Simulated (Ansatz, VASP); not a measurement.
## One calculation of SiC, two programs

```
CELL_PARAMETERS angstrom
3.06659 0.00000 0.00000
-1.53329 2.65574 0.00000
0.00000 0.00000 5.03321
ATOMIC_POSITIONS crystal
Si 0.33333 0.66667 0.00460
Si 0.66667 0.33333 0.50460
C 0.33333 0.66667 0.38040
C 0.66667 0.33333 0.88040
```

Alike in both runs: functional r2SCAN; k mesh 8 × 8 × 6; no spin polarisation.

Ansatz relaxed the structure, and its values are those at the end. VASP's run is a single point on that final structure, the one shown.

```csv
,VASP,Ansatz
version,VASP 6.6.1,Ansatz 0.2.0
potentials or method,"VASP PAW PBE potentials, release 64 (Si, C)","PAW with Ansatz's default frozen-core files, scalar-relativistic"
plane-wave cutoff (eV),520,500
occupations,"gaussian, width 0.01 eV",fixed
valence electrons in the cell,16,16
```

VASP gave:

```
gap on the k mesh at the Fermi level (eV) : 2.91
pressure (GPa)                            : 1.8
```

**Question.** Which values does Ansatz return?

**Answer.** gap on the k mesh at the Fermi level (eV): 2.90; pressure (GPa): 2.0.

Caveats: the PAW data sets were made with another functional, which shifts forces and pressure a little (VASP). A k mesh can miss the band edges.
